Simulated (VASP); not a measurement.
Calculation: r2SCAN meta-GGA, VASP's PBE PAW potentials (set 64) (plane waves; VASP 6.6.1).

The input files of a VASP run:

### KPOINTS
```
kpoints
0
Gamma
 6 6 6
0 0 0
```

POSCAR:
```
CsI
1.0
  4.6119014055   0.0000000000   0.0000000000
  0.0000000000   4.6119014055   0.0461190141
  0.0000000000   0.0461190141   4.6119014055
Cs I
1 1
Cartesian
  0.0000000000   0.0000000000   0.0000000000
  2.3059507028   2.3290102098   2.3290102098
```

### INCAR
```
# general
SYSTEM  = CsI
PREC    = Accurate
ENCUT   = 480
LREAL   = .FALSE.
LASPH   = .TRUE.   # aspherical one-centre terms

# electronic loop
EDIFF   = 1E-7   # SCF stop (eV)
NELM    = 100   # most electronic steps
ALGO    = Normal   # blocked Davidson
LMAXMIX = 4   # l cut-off of mixed one-centre charges
LMIXTAU = .TRUE.

# smearing
ISMEAR  = 0   # Gaussian
SIGMA   = 0.05   # width (eV)

# functional
METAGGA = R2SCAN

# ions
ISIF    = 2

# output
LWAVE   = .FALSE.
LCHARG  = .FALSE.
```

POTCAR, in this order: Cs_sv I (PBE.64 set). Program: vasp_std.

Output of the run:

**OSZICAR**
```
       N       E                     dE             d eps       ncg     rms          rms(c)
DAV:   1     0.427405702275E+02    0.42741E+02   -0.60568E+03  1248   0.105E+03
DAV:   2    -0.488741069731E+02   -0.91615E+02   -0.86411E+02  1992   0.166E+02
DAV:   3    -0.561986947993E+02   -0.73246E+01   -0.73023E+01  1596   0.545E+01
DAV:   4    -0.562974822143E+02   -0.98787E-01   -0.98768E-01  1456   0.780E+00
DAV:   5    -0.562986858704E+02   -0.12037E-02   -0.12036E-02  1584   0.924E-01    0.207E+00
DAV:   6    -0.537821168568E+02    0.25166E+01   -0.42687E-01  1332   0.553E+00    0.201E+00
DAV:   7    -0.526021590166E+02    0.11800E+01   -0.44251E-01  1260   0.491E+00    0.721E-01
DAV:   8    -0.530863189190E+02   -0.48416E+00   -0.28102E-01  1252   0.568E+00    0.382E-01
DAV:   9    -0.529852572625E+02    0.10106E+00   -0.20490E-01  1248   0.447E+00    0.272E-01
DAV:  10    -0.530099123662E+02   -0.24655E-01   -0.20062E-01  1256   0.475E+00    0.326E-01
DAV:  11    -0.530764226941E+02   -0.66510E-01   -0.21896E-02  1328   0.178E+00    0.151E-01
DAV:  12    -0.531195249387E+02   -0.43102E-01   -0.52364E-02  1252   0.309E+00    0.128E-01
DAV:  13    -0.531187643867E+02    0.76055E-03   -0.66181E-04  1584   0.266E-01    0.868E-02
DAV:  14    -0.531231402838E+02   -0.43759E-02   -0.81578E-03  1268   0.102E+00    0.347E-02
DAV:  15    -0.531235518122E+02   -0.41153E-03   -0.27872E-04  1504   0.192E-01    0.141E-02
DAV:  16    -0.531241623292E+02   -0.61052E-03   -0.27949E-04  1308   0.218E-01    0.861E-03
DAV:  17    -0.531242563093E+02   -0.93980E-04   -0.50982E-05  1456   0.906E-02    0.446E-03
DAV:  18    -0.531242835034E+02   -0.27194E-04   -0.14133E-05  1324   0.448E-02    0.285E-03
DAV:  19    -0.531242842211E+02   -0.71773E-06   -0.97697E-07  1620   0.107E-02    0.183E-03
DAV:  20    -0.531242840219E+02    0.19920E-06   -0.23008E-07  1256   0.456E-03    0.948E-04
DAV:  21    -0.531242842092E+02   -0.18722E-06   -0.25699E-07  1384   0.515E-03    0.953E-04
DAV:  22    -0.531242842602E+02   -0.51075E-07   -0.31597E-08   804   0.191E-03
   1 F= -.53124284E+02 E0= -.53124284E+02  d E =-.106457E-11
```

OUTCAR:
```
------------------------ aborting loop because EDIFF is reached ----------------------------------------
  FORCE on cell =-STRESS in cart. coord.  units (eV):
  Direction    XX          YY          ZZ          XY          YZ          ZX
  --------------------------------------------------------------------------------------
  Total        0.0182018      0.0169580      0.0169580      0.0000000     -0.0815749      0.0000000
  in kB        0.2973224      0.2770049      0.2770049      0.0000000     -1.3325096      0.0000000
  external PRESSURE =       0.2837774 kB  Pullay stress =       0.0000000 kB
  volume of cell :       98.08
      direct lattice vectors                 reciprocal lattice vectors
     4.611901406  0.000000000  0.000000000     0.216830308  0.000000000  0.000000000
     0.000000000  4.611901406  0.046119014     0.000000000  0.216851993 -0.002168520
     0.000000000  0.046119014  4.611901406     0.000000000 -0.002168520  0.216851993
 POSITION                                       TOTAL-FORCE (eV/Angst)
 -----------------------------------------------------------------------------------
      0.00000      0.00000      0.00000         0.000000      0.000000      0.000000
      2.30595      2.32901      2.32901         0.000000     -0.000000      0.000000
 -----------------------------------------------------------------------------------
    total drift:                               -0.000000      0.000000      0.000000
  FREE ENERGIE OF THE ION-ELECTRON SYSTEM (eV)
  ---------------------------------------------------
  free  energy   TOTEN  =       -53.1242842602 eV

  energy  without entropy=      -53.1242842602  energy(sigma->0) =      -53.12428426
```
(Selected blocks of OUTCAR.)

The compound is CsI in the CsCl type structure. This cell was strained or had an atom moved on purpose.
